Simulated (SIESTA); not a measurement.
Runs of SIESTA 5.4.2 on Te2Pt (Moncheite). It takes space group P-3m1 (No. 164, trigonal). Conventional cell: a = 4.010 Å, b = 4.010 Å, c = 5.201 Å, α = 90.00°, β = 90.00°, γ = 120.00°. Pt (site symmetry -3m) has 6 Te at 2.66 Å as nearest neighbours. Te (site symmetry 3m) has 3 Pt at 2.66 Å as nearest neighbours. 

```csv
level,potentials or basis,gap on the mesh (eV),pressure (GPa),largest force (eV/Å)
PBEsol,"PseudoDojo 0.4 standard (PBEsol files), DZP (energy shift 0.003 Ry; two zetas on semicore shells)",none,7.2,1.34
BLYP,"PseudoDojo 0.4 standard (PBE files), DZP (energy shift 0.003 Ry; two zetas on semicore shells)",none,18.7,1.95
RPBE,"PseudoDojo 0.4 standard (PBE files), DZP (energy shift 0.003 Ry; two zetas on semicore shells)",none,13.9,(b)
WC,"PseudoDojo 0.4 standard (PBEsol files), DZP (energy shift 0.003 Ry; two zetas on semicore shells)",none,7.8,1.41
PW91,"PseudoDojo 0.4 standard (PBE files), DZP (energy shift 0.003 Ry; two zetas on semicore shells)",none,(a),1.64
AM05,"PseudoDojo 0.4 standard (PBEsol files), DZP (energy shift 0.003 Ry; two zetas on semicore shells)",none,(d),1.22
LDA,"PseudoDojo 0.4 standard (LDA files), DZP (energy shift 0.003 Ry; two zetas on semicore shells)",none,5.0,1.17
revPBE,"PseudoDojo 0.4 standard (PBE files), DZP (energy shift 0.003 Ry; two zetas on semicore shells)",none,13.3,(c)
```

Alike in all rows: task band structure; no spin polarisation; cell as given; k mesh 8 × 8 × 5; smearing fermi-dirac 0.05 eV; grid cutoff 800 Ry; energy shift 0.003 Ry.

Task: Fill in the values left out.

Result: (a) 12.1; (b) 1.71; (c) 1.67; (d) 6.9.

Caveats: short orbitals over semicore shells can move pressures by several GPa; spin-orbit coupling is left out, which moves the levels of the heavy elements; the basis of atomic orbitals isn't converged, which shifts pressures, moduli and gaps; the potentials were made for another functional, which shifts forces and pressure (some runs); forces of over 1 eV/Å show positions far from the minimum, so gaps and moduli don't describe the material at rest (some runs).

A k mesh can miss the band edges, and the runs leave out spin-orbit coupling on Pt, Te.

A gap of «none» marks a metal or a gap under the smearing width.

Runs at the PBE level aren't shown here.
